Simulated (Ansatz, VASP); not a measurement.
# AlFe: VASP beside Ansatz

File INCAR:

```
ALGO     = Normal         # electronic algorithm
EDIFF    = 1E-6           # SCF threshold, eV
ENCUT    = 520            # plane-wave cutoff, eV
GGA      = PE             # functional
ISIF     = 2              # what is computed and relaxed
ISMEAR   = -1             # smearing method
LASPH    = T              # aspherical terms in the spheres
LCHARG   = F              # write CHGCAR
LREAL    = F              # projectors in reciprocal space
LWAVE    = F              # write WAVECAR
NBANDS   = 12             # bands
NELM     = 60             # most SCF steps
PREC     = Accurate       # precision mode
SIGMA    = 0.1            # smearing width, eV
```

The input KPOINTS:

```
k-points
0
Gamma
  11 11 11
```

POSCAR

```
AlFe
1.0
    3.0750604533      0.0000000000      0.0000000000
    0.0000000000      3.0750604533      0.0000000000
    0.0000000000      0.0000000000      3.0750604533
Al Fe
1 1
Direct
    0.0000000000      0.0000000000      0.0000000000
    0.5000000000      0.5000000000      0.5000000000
```

Input for Ansatz:

```yaml
crystal:
  lattice:
    - [3.0750604533, 0.0, 0.0]
    - [0.0, 3.0750604533, 0.0]
    - [0.0, 0.0, 3.0750604533]
  atoms:
    - { symbol: Al, position: [0.0, 0.0, 0.0] }
    - { symbol: Fe, position: [0.5, 0.5, 0.5] }
kpoints:
  mp_grid: { grid: [11, 11, 11] }
scf:
  occupations: { method: fermi_dirac, width: 0.1 }
  lower_state_search: "off"
hamiltonian:
  xc: pbe
  pseudopotentials: { kind: paw }
output:
  forces: true
  stress: true
  eigenvalues: true
  write_density: true
  write_potential: true
  elf: true
  volumetric_format: npy
```

Change from the starting cell: volume scaled by 1.18, no spin polarisation, PAW files.

Alike in both runs: task single point; functional PBE; k mesh 11 × 11 × 11; occupations fermi-dirac, width 0.1 eV; no spin polarisation.

```csv
,VASP,Ansatz
version,VASP 6.6.1,Ansatz 0.2.0
potentials or method,"VASP PAW PBE potentials, release 64 (Al, Fe)","PAW with Ansatz's default frozen-core files, scalar-relativistic"
plane-wave cutoff (eV),520,420
valence electrons in the cell,11,19
```

|  | VASP | Ansatz | Ansatz less VASP |
| --- | --- | --- | --- |
| pressure (GPa) | -23.6 | -23.6 | -0.08 |

The two sets of potentials don't hold the same shells in valence.

Caveats: so large a pressure means that the cell lies far from this level's equilibrium, or that cutoff or potentials fall short (VASP). Spin polarisation is off, so any magnetic state and its effect on volume and gap are missing.
